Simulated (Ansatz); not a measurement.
Set up this calculation in Ansatz 0.2.0, as the native input.

```yaml
Task: single point
Functional: PBE
Potentials_or_basis: Ansatz PAW
Cutoff: "420 eV (not typed: the program's choice for these potentials)"
k_mesh: 9 × 9 × 9
Occupations: fermi-dirac, width 0.05 eV
Spin: collinear spin, program default start
Fixed_moment: 0 μB
```

Crystal: NiO.

```
Ni O
1.0
     2.50462    0.00000    0.00000
     0.00000    2.50462    0.00000
     0.00000    0.00000    2.50462
Ni O
1 1
Direct
  0.00000 0.00000 0.00000
  0.50000 0.50000 0.50000
```

Measurements of this composition are mostly on another form, of space group No. 225.

One way to write it, as run:

input.yaml

```yaml
crystal:
  lattice:
    - [2.50461538, 0.0, 0.0]
    - [0.0, 2.50461538, 0.0]
    - [0.0, 0.0, 2.50461538]
  atoms:
    - { symbol: Ni, position: [0.0, 0.0, 0.0] }
    - { symbol: O, position: [0.5, 0.5, 0.5] }
hamiltonian:
  xc: pbe
  pseudopotentials: { kind: paw }
magnetization:
  spin_polarized: true
  initial_magnetization: 0.0
  spin_locking: { lock_magnetization: hard }
kpoints:
  mp_grid: { grid: [9, 9, 9] }
scf:
  occupations: { method: fermi_dirac, width: 0.05 }
  lower_state_search: "off"
output:
  forces: true
  stress: true
  eigenvalues: true
```

Potentials or basis: Ansatz PAW.

Launch:

```bash
$ ansatz run input.yaml --threads 2 --pin off --max-ram 5632MiB --backend cpu --events-out ev --progress --plain --runs-dir out
```

It gave:

- Pressure: 23.8 GPa
- Net moment: 0.00 μB per cell
- Absolute moment: 0.00 μB per cell

Caveat: the pressure holds a Pulay correction of +0.8 GPa for the finite cutoff; the total moment is fixed, so each spin has its own Fermi level; the thresholds are loose for stress.

Run time: 1.4 s on 2 threads of AMD EPYC 7571 (shared host), peak memory 0.29 GiB.
